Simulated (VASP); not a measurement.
Here is a VASP 6.6.1 calculation.

The input INCAR:

```
PREC = Accurate
ENCUT = 400
EDIFF = 1E-6
ISMEAR = 0
SIGMA = 0.01
LREAL = F
LASPH = T
NELM = 100
ALGO = Fast
ISIF = 2
LWAVE = F
LCHARG = F
ISPIN = 2
MAGMOM = 0.5 0.5 0.5 0.5
LORBIT = 11
NUPDOWN = 1
GGA = CA
NBANDS = 20
ISYM = 0
```

KPOINTS

```
regular mesh
0
Gamma
  1 1 1
```

The input POSCAR:

```
HCO2                                    
1.0
   12.5008549775      0.0000000000      0.0000000000
    0.0000000000     13.0008549775      0.0000000000
    0.0000000000      0.0000000000     13.5008549775
  O               C               H             
     2     1     1
Selective dynamics
Direct
     0.5048703041000024    0.5354628166000026    0.4133508594999995   F   F   F
     0.4255790350312328    0.4923009787624666    0.5662560215449306   T   T   T
     0.4922508209889021    0.5054041277967326    0.4995861904793927   T   T   T
     0.5753364729397550    0.4793660221624146    0.5296561260106512   T   T   T
```

Potentials or basis: VASP PAW LDA potentials, release 64 (O, C, H).

Run with:

```sh
$ cat potpaw_LDA.64/O/POTCAR potpaw_LDA.64/C/POTCAR potpaw_LDA.64/H/POTCAR > POTCAR
$ mpirun -np 4 vasp_gam > vasp.out
```

Task: Estimate the largest force.

Result: 0.830 eV/Å.

Forces in eV/Å, atoms in the order of the input:
```
O   -0.084 -0.262  0.761
O    0.576  0.108 -0.588
C   -0.547  0.173 -0.197
H    0.055 -0.019  0.024
```

Caveat: the standard files for N, O and F lose accuracy on very short bonds; the total moment is fixed, so each spin has its own Fermi level.
